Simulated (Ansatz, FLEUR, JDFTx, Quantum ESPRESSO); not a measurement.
**Fitting the PBEsol energy curve of KCl**

The structure is cubic, space group Fm-3m (No. 225). The conventional cell has a = 6.293 Å, b = 6.293 Å, c = 6.293 Å, α = 90.00°, β = 90.00°, γ = 90.00°. Around K (site symmetry m-3m) lie 6 Cl at 3.15 Å. Cl (site symmetry m-3m) has 6 K at 3.15 Å as nearest neighbours.

The cell was scaled at fixed shape and fractions and run with Ansatz, Ansatz PAW, cutoff 420 eV; PBEsol, k mesh 7 × 7 × 7 on the cell of 2 atoms, fermi-dirac occupations of 0.05 eV, no spin polarisation, no spin-orbit coupling. The potentials were made for PBE. Energies are those that the program minimises, any entropy of the smearing included.

| V (Å³/atom) | energy over the lowest row (meV/atom) |
| --- | --- |
| 29.2819 | 2.650 |
| 29.9049 | 0.511 |
| 30.5279 | 0.000 |
| 31.1509 | ? |
| 31.7739 | 3.133 |
| 32.3969 | 6.465 |
| 33.0200 | 10.793 |

Task: Fit the third-order Birch-Murnaghan form, give V0, B0 and B′, and predict the energy left open.

Result: With y = (V0/V)^(2/3), E = E0 + (9 V0 B0/16) [(y - 1)³ B′ + (y - 1)² (6 - 4y)]. Least squares through the rows shown give V0 = 30.4256 Å³/atom, E0 = -0.020 meV, B0 = 18.44 GPa (1 eV/Å³ = 160.218 GPa) and B′ = 4.98, with a largest miss of 0.002 meV. At V = 31.1509 the form with these constants gives 0.929 meV; the run gave 0.929 meV an atom. Other set-ups at this level, from all their volumes (Å³/atom, GPa): FLEUR, all-electron, FLAPW: V0 30.431, B0 18.5; JDFTx, PseudoDojo-SR-PBEsol-0.4.1-standard: V0 30.405, B0 18.46; Ansatz, all-electron LAPW, scalar-relativistic: V0 30.424, B0 18.44; Quantum ESPRESSO, PseudoDojo 0.4.1 SR PBEsol standard: V0 30.405, B0 18.45. Measured volume: 31.15 Å³/atom at 298.15 K (a printed reference work), so the fit lies -2.3 % from it. The runs are for a static lattice.
